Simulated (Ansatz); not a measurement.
Sb: relaxation of cell and atoms with revPBE

Sb:

```
CELL_PARAMETERS angstrom
2.15420 1.24373 3.75800
-2.15420 1.24373 3.75800
0.00000 -2.48746 3.75800
ATOMIC_POSITIONS crystal
Sb 0.76651 0.76651 0.76651
Sb 0.23349 0.23349 0.23349
```

```json
{
  "Program": "Ansatz 0.2.0",
  "Task": "relaxation of cell and atoms",
  "Functional": "revPBE",
  "Potentials or basis": "Ansatz PAW",
  "Cutoff": "420 eV (not typed: the program's choice for these potentials)",
  "k mesh": "8 × 8 × 8",
  "Occupations": "fermi-dirac, width 0.05 eV",
  "Spin": "no spin polarisation"
}
```

| Property | Result |
| --- | --- |
| Relaxed volume | 32.97 Å³/atom |
| Relaxed cell | a = 4.690 Å, b = 4.690 Å, c = 4.690 Å, α = 55.86°, β = 55.86°, γ = 55.86° |
| Space group after relaxing (to 0.05 Å) | R-3m (No. 166) |
| Energy gained by relaxing | 25.3 meV/atom |
| Ionic steps | 7 |
| Pressure after relaxing | 0.0 GPa |
| Band gap on the k mesh | none (metal or under the smearing width) |

Step by step:
| step | energy change (eV) | largest force (eV/Å) | volume (Å³) |
| --- | --- | --- | --- |
| 1 | 0.0000 | 0.1826 | 60.41 |
| 2 | -0.0249 | 0.3327 | 67.22 |
| 3 | -0.0462 | 0.0818 | 65.17 |
| 4 | -0.0483 | 0.0279 | 65.03 |
| 5 | -0.0496 | 0.0079 | 65.68 |
| 6 | -0.0497 | 0.0004 | 65.94 |
| 7 | -0.0506 | 0.0006 | 65.94 |

Final structure:
```
Sb
1.0
     2.19673    1.26828    3.94462
    -2.19673    1.26828    3.94462
     0.00000   -2.53656    3.94462
Sb
2
Cartesian
  0.0000 0.0000 9.1023
  0.0000 0.0000 2.7316
```

Levels at points of the mesh, in eV from the Fermi level:
```
              k point  band 12  band 13  band 14  band 15  band 16  band 17  band 18  band 19
   (0.00, 0.00, 0.00)    -5.29    -2.02    -1.69    -1.69     1.72     2.41     2.41     5.31
  (0.00, 0.00, -0.50)    -9.29    -2.01    -1.99    -0.37    -0.26     0.21     0.74     7.22
 (0.00, -0.50, -0.50)    -8.05    -4.94    -3.45    -3.34     1.61     4.40     5.24     6.09
(-0.50, -0.50, -0.50)    -8.55    -1.31    -1.31    -0.59     0.35     0.35     1.08     6.59
```

Run time: 18 s on 2 threads of Arm Neoverse V1 (shared host), peak memory 0.38 GiB.

Caveat: the plane-wave basis is chosen anew once the cell has moved, so the energies of steps on either side of that aren't comparable; the PAW data sets come from PBE, with cores solved anew for the run's functional, which leaves a small shift of forces and pressure. The run has no spin-orbit coupling, so splittings on Sb are missing.
